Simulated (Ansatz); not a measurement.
## One input, then a changed one: P (omega type)

First run: DFT, PBE, all-electron LAPW, scalar-relativistic (Ansatz 0.2.0).

Command: `ansatz run input.yaml --threads 1 --pin off --max-ram 3072MiB --backend cpu --events-out ev --progress --plain --runs-dir out` It took 14 s on 1 thread of Arm Neoverse V2, on a shared host, peak memory 0.33 GiB.

```yaml
crystal:
  lattice:
    - [4.1564497725, 0.0, 0.0]
    - [-2.0782248862, 3.5995910925, 0.0]
    - [0.0, 0.0, 2.4165104144]
  atoms:
    - { symbol: P, position: [0.0, 0.0, 0.0] }
    - { symbol: P, position: [0.3333333333, 0.6666666667, 0.5] }
    - { symbol: P, position: [0.6666666667, 0.3333333333, 0.5] }
kpoints:
  mp_grid: { grid: [9, 9, 12] }
scf:
  occupations: { method: fermi_dirac, width: 0.05 }
hamiltonian:
  xc: pbe
  pseudopotentials: { kind: all_electron, lapw: { basis_error: 0.001 } }
output:
  forces: true
  stress: true
  eigenvalues: true
  populations: true
```

The cell comes from a relaxation on PAW files under the same functional, begun from a prototype that needn't be the stable phase.

This run: volume at 0.84 of the series' base cell.

It converges in 8 SCF iterations at a pressure of 22.7 GPa.

The input is then changed:

```diff
   occupations: { method: fermi_dirac, width: 0.05 }
+  mixing: { algorithm: broyden, beta: 0.05, ndim: 16 }
 hamiltonian:
   populations: true
+basis:
+  xc_grid: 2
```

**Question.** Predict the outcome of the changed run.

**Answer.** It converges in 10 SCF iterations at a pressure of 22.7 GPa, free energy 0.0 meV/atom against the first run's.
